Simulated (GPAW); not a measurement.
Runs of GPAW 26.7.0 on C. The structure is hexagonal, space group P6_3/mmc (No. 194). Conventional cell: a = 2.522 Å, b = 2.522 Å, c = 8.237 Å, α = 90.00°, β = 90.00°, γ = 120.00°. C (site symmetry 3m) is surrounded by 4 C at 1.54 Å. Around C (site symmetry 3m) lie 4 C at 1.54 Å. This is a hexagonal form of diamond, not graphite.

```csv
task,level,potentials or basis,cell,optimizer,fmax,max steps,band path,band points,gap on the mesh (eV),pressure (GPa),V0 of scaled cells (Å³/atom),B0 (GPa),largest force (eV/Å)
relaxation of cell and atoms,PW91,"PAW data sets generated in the run's folder for this functional, pw",relaxed,BFGS,0.05 eV/Å,60,-,-,4.59,-0.1,-,-,0.01
single point,TB-mBJ,"GPAW PAW data sets for LDA (gpaw-data 1.2.1), pw",as given,-,-,-,-,-,(a),-,-,-,-
equation of state,LDA,"PAW data sets generated in the run's folder for this functional, pw",as given,-,-,-,-,-,-,-,5.52,(b),-
band structure,RPBE,"the program's PAW data sets (release 1.2.1) made for this functional, pw",as given,-,-,-,"GMKGALHA,LM,KH",80,4.42,8.1,-,-,0.33
band structure,AM05,"PAW data sets generated in the run's folder for this functional, pw",as given,-,-,-,"GMKGALHA,LM,KH",100,4.29,-6.1,-,-,0.33
equation of state,vdW-DF-cx,"GPAW PAW data sets (gpaw-data 1.2.1), pw",as given,-,-,-,-,-,-,-,5.68,(c),-
```

Alike in all rows: no spin polarisation; k mesh 7 × 7 × 2; cutoff (eV) 800; smearing fermi-dirac 0.05 eV; the mesh is coarse, so values aren't converged.

**Question.** Estimate the missing entries.

**Answer.** (a) 5.22; (b) 468; (c) 439.

Caveats: some runs use coarse meshes; an odd mesh through Γ misses points on the zone boundary, where band edges often lie (some runs); the PAW data sets were made with another functional, which shifts forces and pressure a little (some runs); the cell was scaled at fixed shape and fractional positions, which overstates the stiffness of a crystal with free parameters, most of all of layers and chains (some runs); later steps reuse the first step's grids (some runs); a model potential gives levels but no total energy (some runs).

Runs at the PBE level aren't shown here.
